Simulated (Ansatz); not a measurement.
A run of Ansatz 0.2.0 is set up as follows.

The input input.yaml:

```yaml
crystal:
  lattice:
    - [0.0, 2.47502, 2.47502]
    - [2.47502, 0.0, 2.47502]
    - [2.47502, 2.47502, 0.0]
  atoms:
    - { symbol: Pb, position: [0.0, 0.0, 0.0] }
hamiltonian:
  xc: rpbe
  pseudopotentials: { kind: paw }
  dispersion: d4
kpoints:
  mp_grid: { grid: [9, 9, 9] }
scf:
  occupations: { method: fermi_dirac, width: 0.05 }
output:
  forces: true
  stress: true
relax:
  f_tol: 0.01
  max_steps: 40
  cell: { stress_tol: 0.05 }
```

Potentials or basis: Ansatz PAW.

Run with:

```bash
$ ansatz run input.yaml --threads 2 --pin off --max-ram 5120MiB --backend cpu --events-out ev --progress --plain --runs-dir out
```

Predict the relaxed cell.

a = 3.508 Å, b = 3.508 Å, c = 3.508 Å, α = 60.00°, β = 60.00°, γ = 60.00°.

Predict the space group after relaxing (to 0.05 Å).

Fm-3m (No. 225).

Estimate the relaxed volume.

30.53 Å³/atom.

Final structure:
```
Pb
1.0
     0.00000    2.48071    2.48071
     2.48071    0.00000    2.48071
     2.48071    2.48071    0.00000
Pb
1
Cartesian
  0.0000 0.0000 0.0000
```

Caveat: the PAW data sets come from PBE, with cores solved anew for the run's functional, which leaves a small shift of forces and pressure. The run has no spin-orbit coupling, so splittings on Pb are missing.

The cell as given is a measured one (30.32 Å³/atom); RPBE+D4 puts the equilibrium volume +0.7 % from it, thermal expansion not counted.
